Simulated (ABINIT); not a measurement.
Crystal: Al2O3 (Corundum).

```
Al O
1.0
     2.38025    1.37424    4.33187
    -2.38025    1.37424    4.33187
     0.00000   -2.74848    4.33187
Al O
4 6
Cartesian
  0.0000 0.0000 11.0743
  0.0000 0.0000 8.4191
  0.0000 0.0000 1.9213
  0.0000 0.0000 4.5765
  -1.6503 -0.1099 5.4148
  0.7300 1.4841 5.4148
  0.9203 -1.3742 5.4148
  1.6503 0.1099 7.5808
  -0.7300 -1.4841 7.5808
  -0.9203 1.3742 7.5808
```

| Property | Result |
| --- | --- |
| Program | ABINIT 10.8.3 (patched build) |
| Task | relaxation of cell and atoms |
| Functional | LDA |
| Potentials or basis | JTH PAW LDA v2.0 |
| Cutoff | 626 eV |
| k mesh | 5 × 5 × 5 |
| Occupations | fermi-dirac, width 0.05 eV |
| Spin | no spin polarisation |

At the start: pressure -5.7 GPa; volume 8.50 Å³/atom.

Problem. Where does the relaxation end?

Solution. Over 7 steps the energy falls by 3.7 meV/atom and the volume is 8.31 Å³/atom (-2.3 %); space group R-3c (No. 167, to 0.05 Å).

The path:
```tsv
step	energy change (eV)	largest force (eV/Å)	pressure (GPa)	volume (Å³)
1	0.0000	0.1247	-5.69	85.02
2	-0.0337	0.0786	-1.39	83.55
3	-0.0363	0.0468	0.10	83.07
4	-0.0365	0.0335	0.10	83.06
5	-0.0366	0.0050	0.01	83.10
6	-0.0367	0.0027	0.00	83.10
7	-0.0367	0.0009	0.00	83.10
```

Final structure:
```
CELL_PARAMETERS angstrom
2.36351 1.36457 4.29448
-2.36351 1.36457 4.29448
0.00000 -2.72914 4.29448
ATOMIC_POSITIONS crystal
Al 0.85199 0.85199 0.85199
Al 0.64801 0.64801 0.64801
Al 0.14801 0.14801 0.14801
Al 0.35199 0.35199 0.35199
O 0.05578 0.75000 0.44422
O 0.75000 0.44422 0.05578
O 0.44422 0.05578 0.75000
O 0.94422 0.25000 0.55578
O 0.25000 0.55578 0.94422
O 0.55578 0.94422 0.25000
```
